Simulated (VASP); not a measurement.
A run of VASP 6.6.1 is set up as follows.

INCAR

```
SYSTEM = H
PREC     = Accurate       ! precision mode
ENCUT    = 520            ! plane-wave cutoff, eV
EDIFF    = 1E-7           ! SCF threshold, eV
ISMEAR   = 0              ! smearing method
SIGMA    = 0.01           ! smearing width, eV
LREAL    = .FALSE.        ! projectors in reciprocal space
LASPH    = .TRUE.         ! aspherical terms in the spheres
NELM     = 80             ! most SCF steps
ALGO     = Normal         ! electronic algorithm
ISIF     = 2              ! what is computed and relaxed
LWAVE    = .FALSE.        ! write WAVECAR
LCHARG   = .FALSE.        ! write CHGCAR
GGA      = PE             ! functional
NBANDS   = 8              ! bands
IBRION   = 5              ! ionic algorithm
NFREE    = 2            
POTIM    = 0.015          ! step
NSW      = 1              ! ionic steps
ISYM     = 0
```

KPOINTS

```
regular mesh
0
G
  1 1 1
  0 0 0
```

File POSCAR:

```
H                                       
1.0
    9.0000000000      0.0000000000      0.0000000000
    0.0000000000      9.6000000000      0.0000000000
    0.0000000000      0.0000000000     10.2000000000
  H             
     2
Selective dynamics
Direct
0.5000000000000000  0.5000000000000000  0.5367612923397042  T T T
0.5000000000000000  0.5000000000000000  0.4632387076602960  T T T
```

Potentials or basis: VASP PAW PBE potentials, release 64 (H).

The run is started by

```sh
$ cat potpaw_PBE.64/H/POTCAR > POTCAR
$ mpirun -np 1 vasp_gam > vasp.out
```

Predict the highest phonon frequency at Γ.

4333 cm⁻¹.

Phonon frequencies in cm⁻¹ (negative: imaginary):
```tsv
q point	frequencies
(0.000, 0.000, 0.000)	0 0 0 44 69 4333
```
